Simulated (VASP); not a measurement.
**BN under changes of volume**

One of the cells (9.146 Å³/atom); the others are scaled copies at fixed shape and fractional positions:

```
CELL_PARAMETERS angstrom
2.51479 0.00000 0.00000
-1.25739 2.17787 0.00000
0.00000 0.00000 6.67965
ATOMIC_POSITIONS crystal
N 0.66667 0.33333 0.25000
N 0.33333 0.66667 0.75000
B 0.66667 0.33333 0.75000
B 0.33333 0.66667 0.25000
```

| Item | Value |
| --- | --- |
| Program | VASP 6.6.1 |
| Functional | PBEsol |
| Potentials or basis | VASP PAW PBE potentials, release 64 (N, B) |
| Cutoff | 520 eV |
| k mesh | 12 × 12 × 4 |
| Occupations | fermi-dirac, width 0.05 eV |
| Spin | no spin polarisation |

| volume (Å³/atom) | energy over the lowest point (meV/atom) | pressure (GPa) | gap on the mesh (eV) |
| --- | --- | --- | --- |
| 8.429 | 36.71 | 19.7 | 4.24 |
| 8.608 | 18.00 | 13.4 | 4.22 |
| 8.787 | 6.03 | 7.7 | 4.20 |
| 9.146 | 0.00 | -2.3 | 4.16 |
| 9.325 | 4.92 | -6.7 | 4.14 |
| 9.505 | ? | ? | ? |

What does the run at 9.505 Å³/atom give?

Energy over the lowest point 14.54 meV/atom; pressure -10.7 GPa; gap on the mesh 4.12 eV.

Worked out: A Birch-Murnaghan fit of order 3 (a polynomial in V^(-2/3)) to the other rows has its minimum at 9.06 Å³/atom with B0 = V·E''(V) = 242 GPa and B' = 3.6 at fixed shape and positions, which overstates the stiffness. It gives 14.57 meV/atom at 9.505 Å³/atom, against the run's 14.54, and -dE/dV = -10.6 GPa, against -10.7. A straight line through the other rows of the gap, of slope -0.991 eV per unit of ln V, extrapolates to 4.12 eV, against the run's 4.12.

Energies are extrapolated to zero smearing.

Caveats: the PAW data sets were made with another functional, which shifts forces and pressure a little; this functional lacks dispersion, which binds the layers, so the pressure and a relaxed spacing across them are unreliable.

A mesh can miss the band edges.
